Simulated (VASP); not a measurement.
Write the native input for VASP 6.6.1 that does the following.

* Task: single point
* Functional: PBE
* Potentials or basis: VASP PAW PBE potentials, release 64 (Ni)
* Cutoff: 520 eV
* k mesh: 13 × 13 × 13
* Occupations: gaussian, width 0.016 eV
* Spin: collinear spin, ferromagnetic start
* Starting moments: [1.0] μB
* Further INCAR settings: ALGO = Normal; EDIFF = 1e-06

The structure of Ni lies in POSCAR:

```
Ni
1.0
    0.0000000000      1.7375729330      1.7375729330
    1.7375729330      0.0000000000      1.7375729330
    1.7375729330      1.7375729330      0.0000000000
Ni
1
Direct
    0.0000000000      0.0000000000      0.0000000000
```

One way to write it, as run:

INCAR

```
SYSTEM = Ni
PREC = Accurate ; ENCUT = 520
EDIFF = 1E-6 ; ISMEAR = 0
SIGMA = 0.016 ; LREAL = .False.
LASPH = .True. ; NELM = 150
ALGO = Normal ; ISIF = 2
LWAVE = .False. ; LCHARG = .True.
ISPIN = 2 ; MAGMOM = 1
LORBIT = 11 ; LMAXMIX = 4
GGA = PE ; LELF = .True.
LVHAR = .True.
```

KPOINTS

```
regular mesh
0
Gamma
  13 13 13
  0 0 0
```

Potentials or basis: VASP PAW PBE potentials, release 64 (Ni).

Run with:

```sh
$ cat potpaw_PBE.64/Ni/POTCAR > POTCAR
$ mpirun -np 1 vasp_std > vasp.out
```

It gave:

| Item | Value |
| --- | --- |
| Pressure | 7.7 GPa |
| Band gap on the k mesh | none (metal or under the smearing width) |
| Net moment | 0.62 μB per cell |
| Site moments | Ni +0.63 μB |
| Valence electrons inside the program's atomic spheres | Ni 9.38 |

It took 9.3 s on 1 thread of AMD EPYC 9R45 96-Core Processor (Zen 5) (shared host), peak memory 0.1 GiB.
